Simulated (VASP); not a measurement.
# Ge: restarted molecular dynamics, 2 variants

Ge, P6_3/mmc (no. 194), 8 atoms in the cell. PBE, molecular dynamics; PAW potentials Ge (PBE set).

| Restart from | Temperature at the end (K) | The same without a restart (K) | Potential energy at the end (eV/atom) | The same without a restart (eV/atom) | Electronic steps in the first step after the restart | Time (s) |
|---|---|---|---|---|---|---|
| CONTCAR with velocities, WAVECAR read | 1426.0 | 1427.0 | -4.11974 | -4.11974 | 5 | 354 |
| CONTCAR with velocities, no WAVECAR | 1426.0 | 1427.0 | -4.11974 | -4.11974 | 13 | 353 |

Limits: 180 fs of 8 atoms are too short for converged averages; the cell is only 4.0 Å across, so each atom moves in step with near copies of itself.

## Input of the first row

INCAR.step1:
```
SYSTEM = Ge
ALGO = Normal
EDIFF = 1E-6
ENCUT = 200
GGA = PE
IBRION = 0
ISIF = 2
ISMEAR = 0
ISYM = 0
KPAR = 2
LASPH = .True.
LCHARG = .False.
LREAL = Auto
LWAVE = .True.
MDALGO = 2
NELM = 60
NELMIN = 4
NSW = 30
POTIM = 3.0
PREC = Normal
RANDOM_SEED = 884966 0 0
SIGMA = 0.05
SMASS = 0
TEBEG = 1600
```

INCAR.step2, as INCAR.step1 but for:
```
- LWAVE = .True.
+ LWAVE = .False.
```

KPOINTS:
```
k-points
0
Gamma
  3 2 2
```

POSCAR.step1:
```
Ge
1.0
    3.9975858431      0.0000000000      0.0000000000
    0.0000000000      6.9240217880      0.0000000000
    0.0000000000      0.0000000000      6.5993779500
Ge
8
Direct
    0.0000000000      0.3333333334      0.9370987500
    0.4999999999      0.8333333333      0.9370987500
    0.5000000000      0.1666666666      0.4370987500
    0.0000000001      0.6666666666      0.4370987500
    0.0000000000      0.3333333334      0.5629012500
    0.4999999999      0.8333333333      0.5629012500
    0.5000000000      0.1666666666      0.0629012500
    0.0000000001      0.6666666666      0.0629012500
```

Commands (each step's output is kept before the next begins):
```
cat potpaw_PBE.64/Ge/POTCAR > POTCAR
cp INCAR.step1 INCAR
cp POSCAR.step1 POSCAR
mpirun -np 2 vasp_std > vasp.out
cp CONTCAR POSCAR
cp INCAR.step2 INCAR
mpirun -np 2 vasp_std > vasp.out
```

Changes of the last row against the first:
```
(step 1)
- LWAVE = True
+ LWAVE = False
```

VASP 6.6.1 took 354 s on 2 cores (Intel Xeon Platinum 8488C (Sapphire Rapids)), a shared host.
